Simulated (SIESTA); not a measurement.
TePb under changes of volume

One of the cells (33.730 Å³/atom); the others are scaled copies at fixed shape and fractional positions:

```
Pb Te
1.0
     0.00000    3.23100    3.23100
     3.23100    0.00000    3.23100
     3.23100    3.23100    0.00000
Pb Te
1 1
Direct
  0.00000 0.00000 0.00000
  0.50000 0.50000 0.50000
```

- Program: SIESTA 5.4.2
- Functional: LDA
- Potentials or basis: PseudoDojo 0.4 standard (LDA files)
- Basis: DZP (energy shift 0.003 Ry; two zetas on semicore shells)
- Grid cutoff: 500 Ry
- Energy shift: 0.003 Ry
- k mesh: 7 × 7 × 7
- Occupations: fermi-dirac, width 0.05 eV
- Spin: no spin polarisation

```tsv
volume (Å³/atom)	energy over the lowest point (meV/atom)	pressure (GPa)
31.706	?	?
32.380	0.62	0.7
33.055	0.00	-0.4
33.730	3.52	-1.3
34.404	10.59	-2.1
35.079	20.93	-2.8
35.753	34.00	-3.4
```

**Question.** What does the run at 31.706 Å³/atom give?

**Answer.** Energy over the lowest point 5.90 meV/atom; pressure 1.8 GPa.

Worked out: A Birch-Murnaghan fit of order 3 (a polynomial in V^(-2/3)) to the other rows has its minimum at 32.81 Å³/atom with B0 = V·E''(V) = 50 GPa and B' = 5.2. It gives 5.89 meV/atom at 31.706 Å³/atom, against the run's 5.90, and -dE/dV = 1.9 GPa, against 1.8.

Energies are extrapolated to zero smearing.

Caveats: the basis of atomic orbitals isn't converged, which shifts pressures, moduli and gaps.
